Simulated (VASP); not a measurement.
Crystal: TaN.

```
CELL_PARAMETERS angstrom
2.92177 0.00000 0.00000
-1.46088 2.53033 0.00000
0.00000 0.00000 5.91652
ATOMIC_POSITIONS crystal
Ta 0.00000 0.00000 0.50000
Ta 0.00000 0.00000 0.00000
N 0.33333 0.66667 0.25000
N 0.66667 0.33333 0.75000
```

The cell comes from a database or a generator and needn't be the stable form of this composition.

* Program: VASP 6.6.1
* Task: single point
* Functional: PBE
* Potentials or basis: VASP PAW PBE potentials, release 64 (Ta_pv, N)
* Cutoff: 520 eV
* k mesh: 10 × 10 × 5
* Occupations: fermi-dirac, width 0.05 eV
* Spin: no spin polarisation

On this cell: pressure -0.4 GPa; largest force under 0.003 eV/Å; band gap on the k mesh none (metal or under the smearing width).

The same run follows on a disturbed copy (atoms moved at random, drawn with an rms of 0.05 Å):

```xyz
4
Lattice="2.9218 0.0000 0.0000 -1.4609 2.5303 0.0000 0.0000 0.0000 5.9165" Properties=species:S:1:pos:R:3 pbc="T T T"
Ta   -0.0087   -0.0307    2.9333
Ta   -0.0162    0.0261    0.0319
N    -0.0381    1.7111    1.5407
N     1.4257    0.8011    4.4904
```

Task: What changes?

Result: The energy (extrapolated to zero smearing) moves by +24.2 meV/atom; pressure 0.9 GPa; largest force 1.869 eV/Å; band gap on the k mesh none (metal or under the smearing width).

Forces in eV/Å, atoms in the order of the input:
```
Ta  -0.279  0.430  1.797
Ta  -0.156 -0.438 -0.560
N    0.270 -0.428 -0.757
N    0.165  0.436 -0.480
```

Stress tensor (GPa, compression positive):
```
 2.42 -0.39 -0.68
-0.39 -1.27  0.30
-0.68  0.30  1.54
```
